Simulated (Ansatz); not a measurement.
Input of an Ansatz 0.2.0 run:

input.yaml

```yaml
crystal:
  lattice:
    - [0.0, 3.018, 3.018]
    - [3.018, 0.0, 3.018]
    - [3.018, 3.018, 0.0]
  atoms:
    - { symbol: In, position: [0.0, 0.0, 0.0] }
    - { symbol: As, position: [0.75, 0.75, 0.75] }
hamiltonian:
  xc: pbe
  pseudopotentials: { kind: paw }
kpoints:
  mp_grid: { grid: [8, 8, 8] }
scf:
  occupations: { method: gaussian, width: 0.022 }
output:
  forces: true
  stress: true
  eigenvalues: true
  write_density: true
  write_potential: true
  elf: true
  volumetric_format: npy
```

Potentials or basis: Ansatz PAW.

Run with:

```sh
$ ansatz run input.yaml --threads 2 --pin off --max-ram 5632MiB --backend cpu --events-out ev --progress --plain --runs-dir out
```

Problem. What does it give for the band gap on the k mesh?

Solution. None (metal or under the smearing width).

Problem. Predict the pressure.

Solution. 4.3 GPa.

Caveat: this crystal is a semiconductor, whose small gap the functional closes, so the metal is an error of the method.

**What was measured.**

A printed reference work, data compilation reports, for a bulk crystal of InAs at 4.2 K: band gap 0.418 eV (direct).

A measured gap of InAs is 0.418 eV (direct; 4.2 K; a printed reference work, data compilation); the calculated 0.00 eV misses it by -0.42 eV. Spin-orbit coupling on As, In is left out. The value is that of PBE on a finite k mesh, which can miss the band edges, without temperature or zero-point motion. Semilocal functionals fall short of measured gaps as a rule.
